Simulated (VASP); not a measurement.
# InAs (F-43m) in VASP: band structure with HF

Aim: the band structure of InAs with HF.

Everything below comes from runs of VASP 6.6.1. Logs are shortened: lines on timing, memory, paths and dates and some standing lists are left out, and cuts for length are marked.

**What was measured.**

A printed reference work, data compilation reports, for a bulk crystal of InAs at 4.2 K: band gap 0.418 eV (direct).

How close the calculation comes is told below.

### Step 1. Starting point

The structure is cubic, space group F-43m (No. 216). Conventional cell: a = 6.090 Å, b = 6.090 Å, c = 6.090 Å, α = 90.00°, β = 90.00°, γ = 90.00°. Around In (site symmetry -43m) lie 4 As at 2.64 Å. As (site symmetry -43m) is surrounded by 4 In at 2.64 Å.

### Step 2. Band structure, HF

POSCAR reads:

```
InAs                                    
1.0
    0.0000000000      3.0451190917      3.0451190917
    3.0451190917      0.0000000000      3.0451190917
    3.0451190917      3.0451190917      0.0000000000
  In              As            
     1     1
Direct
     0.0000000000000000    0.0000000000000000    0.0000000000000000
     0.2500000000000000    0.2500000000000000    0.2500000000000000
```

INCAR.step1 reads:

```
SYSTEM = InAs
PREC     = Accurate       ! precision mode
ENCUT    = 520            ! plane-wave cutoff, eV
EDIFF    = 1E-5           ! SCF threshold, eV
ISMEAR   = 0              ! smearing method
SIGMA    = 0.02           ! smearing width, eV
LREAL    = .False.        ! projectors in reciprocal space
LASPH    = .True.         ! aspherical terms in the spheres
NELM     = 60             ! most SCF steps
ALGO     = Normal         ! electronic algorithm
ISIF     = 2              ! what is computed and relaxed
LWAVE    = .True.         ! write WAVECAR
LCHARG   = .False.        ! write CHGCAR
KPAR     = 4            
GGA      = PE             ! functional
```

INCAR.step2 reads:

```
SYSTEM = InAs
PREC     = Accurate       ! precision mode
ENCUT    = 520            ! plane-wave cutoff, eV
EDIFF    = 1E-7           ! SCF threshold, eV
ISMEAR   = 0              ! smearing method
SIGMA    = 0.02           ! smearing width, eV
LREAL    = .False.        ! projectors in reciprocal space
LASPH    = .True.         ! aspherical terms in the spheres
NELM     = 60             ! most SCF steps
ALGO     = Normal         ! electronic algorithm
ISIF     = 2              ! what is computed and relaxed
LWAVE    = .False.        ! write WAVECAR
LCHARG   = .False.        ! write CHGCAR
GGA      = PE             ! functional
LHFCALC  = .True.         ! exact exchange
AEXX     = 1.0            ! exact-exchange fraction
ALDAC    = 0.0          
AGGAC    = 0.0          
PRECFOCK = Fast         
HFRCUT   = -1           
KPAR     = 4            
ISTART   = 1
```

KPOINTS reads:

```
Automatic mesh
0
Gamma
  6 6 6
  0 0 0
```

KPOINTS_OPT reads:

```
path GXWKGLUWLK,UX
12
line-mode
reciprocal
 0.0000000000  0.0000000000  0.0000000000  G
 0.5000000000  0.0000000000  0.5000000000  X

 0.5000000000  0.0000000000  0.5000000000  X
 0.5000000000  0.2500000000  0.7500000000  W

 0.5000000000  0.2500000000  0.7500000000  W
 0.3750000000  0.3750000000  0.7500000000  K

 0.3750000000  0.3750000000  0.7500000000  K
 0.0000000000  0.0000000000  0.0000000000  G

 0.0000000000  0.0000000000  0.0000000000  G
 0.5000000000  0.5000000000  0.5000000000  L

 0.5000000000  0.5000000000  0.5000000000  L
 0.6250000000  0.2500000000  0.6250000000  U

 0.6250000000  0.2500000000  0.6250000000  U
 0.5000000000  0.2500000000  0.7500000000  W

 0.5000000000  0.2500000000  0.7500000000  W
 0.5000000000  0.5000000000  0.5000000000  L

 0.5000000000  0.5000000000  0.5000000000  L
 0.3750000000  0.3750000000  0.7500000000  K

 0.6250000000  0.2500000000  0.6250000000  U
 0.5000000000  0.0000000000  0.5000000000  X
```

Potentials or basis: VASP PAW PBE potentials, release 64 (In_d, As).

Launch:

```bash
$ cat potpaw_PBE.64/In_d/POTCAR potpaw_PBE.64/As/POTCAR > POTCAR
$ cp INCAR.step1 INCAR
$ mpirun -np 4 vasp_std > vasp.out
$ cp INCAR.step2 INCAR
$ mpirun -np 4 vasp_std > vasp.out
```

OUTCAR:

```text
SYSTEM = InAs
   PREC = Accurate
   ENCUT = 520
   EDIFF = 1E-7
   ISMEAR = 0
   LREAL = .False.
   LASPH = .True.
   NELM = 60
   ISIF = 2
   GGA = PE
   LHFCALC = .True.
   AEXX = 1.0
   PRECFOCK = Fast
   ISTART = 1

 ion  position               nearest neighbor table
   1  0.000  0.000  0.000-   2 2.64   2 2.64   2 2.64   2 2.64
   2  0.250  0.250  0.250-   1 2.64   1 2.64   1 2.64   1 2.64

  LATTYP: Found a face centered cubic cell.
 ALAT       =     6.0902381834

  Lattice vectors:

 A1 = (   0.0000000000,   3.0451190917,   3.0451190917)
 A2 = (   3.0451190917,   0.0000000000,   3.0451190917)
 A3 = (   3.0451190917,   3.0451190917,   0.0000000000)

Analysis of symmetry for initial positions (statically):
=====================================================================
 Subroutine PRICEL returns:
 Original cell was already a primitive cell.

 Routine SETGRP: Setting up the symmetry group for a
 face centered cubic supercell.

 Subroutine GETGRP returns: Found 24 space group operations
 (whereof 24 operations were pure point group operations)
 out of a pool of 48 trial point group operations.

The static configuration has the point symmetry T_d .

Analysis of symmetry for dynamics (positions and initial velocities):
=====================================================================
 Subroutine PRICEL returns:
 Original cell was already a primitive cell.

 Routine SETGRP: Setting up the symmetry group for a
 face centered cubic supercell.

 Subroutine GETGRP returns: Found 24 space group operations
 (whereof 24 operations were pure point group operations)
 out of a pool of 48 trial point group operations.

The dynamic configuration has the point symmetry T_d .

 Subroutine INISYM returns: Found 24 space group operations
 (whereof 24 operations are pure point group operations),
 and found     1 'primitive' translations

----------------------------------------------------------------------------------------

                                     Primitive cell

  volume of cell :      56.4733

  direct lattice vectors                    reciprocal lattice vectors
     0.000000000  3.045119092  3.045119092    -0.164197191  0.164197191  0.164197191
     3.045119092  0.000000000  3.045119092     0.164197191 -0.164197191  0.164197191
     3.045119092  3.045119092  0.000000000     0.164197191  0.164197191 -0.164197191

  length of vectors
     4.306448719  4.306448719  4.306448719     0.284397877  0.284397877  0.284397877

  position of ions in fractional coordinates (direct lattice)
     0.000000000  0.000000000  0.000000000
     0.250000000  0.250000000  0.250000000

  ion indices of the primitive-cell ions
   primitive index   ion index
                 1           1
                 2           2

----------------------------------------------------------------------------------------

 KPOINTS: Automatic mesh

Automatic generation of k-mesh.
 Grid dimensions read from file:
 generate k-points for:    6    6    6

 Generating k-lattice:

  Cartesian coordinates                     Fractional coordinates (reciprocal lattice)
    -0.027366198  0.027366198  0.027366198     0.166666667  0.000000000  0.000000000
     0.027366198 -0.027366198  0.027366198     0.000000000  0.166666667  0.000000000
     0.027366198  0.027366198 -0.027366198     0.000000000  0.000000000  0.166666667

  Length of vectors
     0.047399646  0.047399646  0.047399646

  Shift w.r.t. Gamma in fractional coordinates (k-lattice)
     0.000000000  0.000000000  0.000000000

 Subroutine IBZKPT returns following result:
 ===========================================

 Found     16 irreducible k-points:

 Following reciprocal coordinates:
            Coordinates               Weight
  0.000000  0.000000  0.000000      1.000000
  0.166667  0.000000  0.000000      8.000000
  0.333333  0.000000  0.000000      8.000000
  0.500000  0.000000  0.000000      4.000000
  0.166667  0.166667  0.000000      6.000000
  0.333333  0.166667  0.000000     24.000000
[... 8 lines left out ...]
 -0.333333  0.333333  0.166667     24.000000
 -0.333333  0.500000  0.166667     12.000000
   k-points           NKPTS =     16   k-points in BZ     NKDIM =    216   number of bands    NBANDS=     13
   number of dos      NEDOS =    301   number of ions     NIONS =      2
   total plane-waves  NPLWV =  32768
   dimension x,y,z NGX =    32 NGY =   32 NGZ =   32
   dimension x,y,z NGXF=    64 NGYF=   64 NGZF=   64
   ions per type =               1   1
   NGX,Y,Z   is equivalent  to a cutoff of  12.35, 12.35, 12.35 a.u.
   NGXF,Y,Z  is equivalent  to a cutoff of  24.71, 24.71, 24.71 a.u.
 SYSTEM =  InAs
   PREC   = accura    normal or accurate (medium, high low for compatibility)
   ISTART =      1    job   : 0-new  1-cont  2-samecut
   ICHARG =      0    charge: 1-file 2-atom 10-const
   ISPIN  =      1    spin polarized calculation?
   LNONCOLLINEAR =      F non collinear calculations
   LSORBIT =      F    spin-orbit coupling
   LASPH  =      T    aspherical Exc in radial PAW
   ENCUT  =  520.0 eV  38.22 Ry    6.18 a.u.   8.01  8.01  8.01*2*pi/ulx,y,z
   NELM   =     60;   NELMIN=  2; NELMDL=  0     # of ELM steps
   EDIFF  = 0.1E-06   stopping-criterion for ELM
   LREAL  =      F    real-space projection
   EDIFFG = 0.1E-05   stopping-criterion for IOM
   NSW    =      0    number of steps for IOM
   IBRION =     -1    ionic relax: 0-MD 1-quasi-New 2-CG
   NFREE  =      0    steps in history (QN), initial steepest desc. (CG)
   ISIF   =      2    stress and relaxation
   ISYM   =      3    0-nonsym 1-usesym 2-fastsym
   POTIM  = 0.5000    time-step for ionic-motion
   TEBEG  =    0.0;   TEEND  =   0.0 temperature during run
   PSTRESS=    0.0 pullay stress
   NELECT =      18.0000    total number of electrons
   NUPDOWN=      -1.0000    fix difference up-down
   EMIN   =  10.00;   EMAX   =-10.00  energy-range for DOS
   EFERMI =   0.00;   METHOD = LEGACY
   ISMEAR =     0;   SIGMA  =   0.02  broadening in eV -4-tet -1-fermi 0-gaus
   EFERMI_NEDOS =   21; number of points for ismear=-14 and -15
   IALGO  =     38    algorithm
   IMIX   =      1    mixing-type and parameters
     AMIX     =   0.40;   BMIX     =  1.00
     AMIX_MAG =   1.60;   BMIX_MAG =  1.00
  volume/ion in A,a.u.               =      28.24       190.55
  Fermi-wavevector in a.u.,A,eV,Ry     =   1.118282  2.113247 17.014833  1.250555
  Thomas-Fermi vector in A             =   2.254912
   LORBIT       =      0    0 simple, 1 ext, 2 COOP (PROOUT), +10 PAW based schemes
   GGA     = PE    functional components
   LHFCALC =     T    Hartree Fock is set to
   PRECFOCK=fast      Normal, Fast or Accurate (Low or Medium for compatibility)
   ENCUT4O =  -1.0   cutoff for four orbital integrals eV
   NKREDX  =     1    reduce k-point grid by
   NKREDY  =     1    reduce k-point grid by
   NKREDZ  =     1    reduce k-point grid by
   AEXX    =    1.0000 exact exchange contribution
   HFSCREEN=    0.0000 screening length (either q_TF or 0.3 A-1)
   HFSCREENC=   0.0000 screening length for correlation (either q_TF or 0.3 A-1)
   ENCUTFOCK=  -1.0 apply spherical cutoff to Coloumb kernel
   IVDW    =     0    specifies the selected vdW correction
   LEPSILON=     F    determine dielectric tensor
   LRPA    =     F    only Hartree local field effects (RPA)
 non-spin polarized calculation
 Gauss-broadening in eV      SIGMA  =   0.02
  energy-cutoff  :      520.00
  volume of cell :       56.47
 maximum number of plane-waves:      1536
  NGX = 18; NGY = 18; NGZ = 18

 number of electron      17.9999992 magnetization

 Free energy of the ion-electron system (eV)
  ---------------------------------------------------
  ext. energy  EPLUGINS =         0.00000000
  ---------------------------------------------------
  free energy    TOTEN  =       -15.45096026 eV

  energy without entropy =      -15.45096026  energy(sigma->0) =      -15.45096026

 E-fermi :   2.5865     XC(G=0):   0.0000

 val. band max:        2.4178176614   @ k =   0.0000   0.0000   0.0000
 cond. band min:       8.2919689430   @ k =   0.0000   0.0000   0.0000
 fundamental gap:      5.8741512816
 Fermi energy:         2.5864815985

 k-point     1 :       0.0000    0.0000    0.0000
  band No.  band energies     occupation
      1     -18.7776      2.00000
      2     -18.7776      2.00000
      3     -18.7776      2.00000
      4     -18.6184      2.00000
      5     -18.6184      2.00000
      6     -14.0637      2.00000
      7       2.4178      2.00000
      8       2.4178      2.00000
      9       2.4178      2.00000
     10       8.2920      0.00000
     11      12.5442      0.00000
     12      12.5442      0.00000
     13      12.5442      0.00000

 k-point     2 :       0.1667    0.0000    0.0000
  band No.  band energies     occupation
      1     -18.8024      2.00000
      2     -18.7682      2.00000
      3     -18.7682      2.00000
      4     -18.6190      2.00000
      5     -18.6190      2.00000
      6     -13.6894      2.00000
      7      -0.2791      2.00000
      8       2.0340      2.00000
      9       2.0340      2.00000
     10       9.6272      0.00000
     11      12.9735      0.00000
     12      13.0979      0.00000
     13      13.0979      0.00000

 k-point     3 :       0.3333    0.0000    0.0000
  band No.  band energies     occupation
      1     -18.8485      2.00000
      2     -18.7510      2.00000
      3     -18.7510      2.00000
      4     -18.6173      2.00000
      5     -18.6173      2.00000
      6     -12.7598      2.00000
      7      -3.6758      2.00000
      8       1.4011      2.00000
      9       1.4011      2.00000
     10       9.5363      0.00000
     11      13.4745      0.00000
     12      13.4745      0.00000
     13      15.2706      0.00000
[... 177 lines left out ...]
 k-point    15 :      -0.3333    0.3333    0.1667
  band No.  band energies     occupation
      1     -18.8994      2.00000
      2     -18.7288      2.00000
      3     -18.7125      2.00000
      4     -18.6302      2.00000
      5     -18.6144      2.00000
      6     -11.5350      2.00000
      7      -4.8807      2.00000
      8      -1.5709      2.00000
      9      -0.2328      2.00000
     10      12.0653      0.00000
     11      12.6225      0.00000
     12      14.7986      0.00000
     13      16.2200      0.00000

 k-point    16 :      -0.3333    0.5000    0.1667
  band No.  band energies     occupation
      1     -18.9151      2.00000
      2     -18.7171      2.00000
      3     -18.7009      2.00000
      4     -18.6404      2.00000
      5     -18.6093      2.00000
      6     -11.3134      2.00000
      7      -5.0445      2.00000
      8      -1.2615      2.00000
      9      -1.0929      2.00000
     10      11.2975      0.00000
     11      12.1348      0.00000
     12      15.7439      0.00000
     13      16.2264      0.00000

------------------------ aborting loop because EDIFF is reached ----------------------------------------

  FORCE on cell =-STRESS in cart. coord.  units (eV):
  Direction    XX          YY          ZZ          XY          YZ          ZX
  --------------------------------------------------------------------------------------
  -------------------------------------------------------------------------------------
  Total        0.6616301      0.6616301      0.6616301      0.0000000     -0.0000000      0.0000000
  in kB       18.7708105     18.7708105     18.7708105      0.0000000     -0.0000000      0.0000000
  external PRESSURE =      18.7708105 kB  Pullay stress =       0.0000000 kB

 VOLUME and BASIS-vectors are now :
 -----------------------------------------------------------------------------
  energy-cutoff  :      520.00
  volume of cell :       56.47
      direct lattice vectors                 reciprocal lattice vectors
     0.000000000  3.045119092  3.045119092    -0.164197191  0.164197191  0.164197191
     3.045119092  0.000000000  3.045119092     0.164197191 -0.164197191  0.164197191
     3.045119092  3.045119092  0.000000000     0.164197191  0.164197191 -0.164197191

 POSITION                                       TOTAL-FORCE (eV/Angst)
 -----------------------------------------------------------------------------------
      0.00000      0.00000      0.00000         0.000000      0.000000      0.000000
      1.52256      1.52256      1.52256        -0.000000     -0.000000     -0.000000
 -----------------------------------------------------------------------------------
    total drift:                                0.000001      0.000000      0.000000

  FREE ENERGIE OF THE ION-ELECTRON SYSTEM (eV)
  ---------------------------------------------------
  free  energy   TOTEN  =       -15.4509602559 eV

  energy  without entropy=      -15.4509602559  energy(sigma->0) =      -15.45096026
```

It took 26 min on 4 MPI ranks of AMD EPYC 9R14 (Zen 4), shared host; peak memory 0.27 GiB.

What came out:

- Free energy: -15.4510 eV
- Pressure: 1.9 GPa
- Band gap on the k mesh: 5.87 eV, direct
- Band gap along the path: 5.87 eV, direct

Levels at the corners of the path, in eV from the valence-band top:
| point | band 7 | band 8 | band 9 | band 10 | band 11 | band 12 |
| --- | --- | --- | --- | --- | --- | --- |
| Γ | 0.00 | 0.00 | 0.00 | 5.87 | 10.13 | 10.13 |
| X | -7.64 | -3.07 | -3.07 | 7.05 | 7.88 | 16.89 |
| X | -7.64 | -3.07 | -3.07 | 7.05 | 7.88 | 16.75 |
| W | -7.39 | -3.90 | -3.66 | 10.17 | 11.06 | 11.74 |
| W | -7.39 | -3.90 | -3.66 | 10.17 | 11.06 | 11.74 |
| K | -7.42 | -4.26 | -2.55 | 7.87 | 10.67 | 14.39 |
| K | -7.42 | -4.26 | -2.55 | 7.87 | 10.67 | 14.35 |
| Γ | 0.00 | 0.00 | 0.00 | 5.87 | 10.13 | 10.13 |
| Γ | 0.00 | 0.00 | 0.00 | 5.87 | 10.13 | 10.13 |
| L | -7.60 | -1.29 | -1.29 | 6.92 | 10.94 | 10.94 |
| L | -7.60 | -1.29 | -1.29 | 6.92 | 10.94 | 10.94 |
| U | -7.42 | -4.26 | -2.55 | 7.87 | 10.67 | 14.36 |
| U | -7.42 | -4.26 | -2.55 | 7.87 | 10.67 | 14.39 |
| W | -7.39 | -3.90 | -3.66 | 10.17 | 11.06 | 11.74 |
| W | -7.39 | -3.90 | -3.66 | 10.17 | 11.06 | 11.74 |
| L | -7.60 | -1.29 | -1.29 | 6.92 | 10.94 | 10.94 |
| L | -7.60 | -1.29 | -1.29 | 6.92 | 10.94 | 10.94 |
| K | -7.42 | -4.26 | -2.55 | 7.87 | 10.67 | 14.40 |
| U | -7.42 | -4.26 | -2.55 | 7.87 | 10.67 | 14.38 |
| X | -7.64 | -3.07 | -3.07 | 7.05 | 7.88 | 16.73 |

Caveat: the PAW data sets were made with another functional, which shifts forces and pressure a little; spin-orbit coupling is left out, which moves the levels of the heavy elements.

### Step 3. Against experiment

Step 2. Against the measured gap of InAs, 0.418 eV (direct; 4.2 K; a printed reference work, data compilation), the calculated 5.87 eV is off by +5.46 eV. So large a miss can be the level of theory's own, or it may mean another phase, state or a wrong row. Spin-orbit coupling on As, In is left out. The value is that of HF, without temperature or zero-point motion.
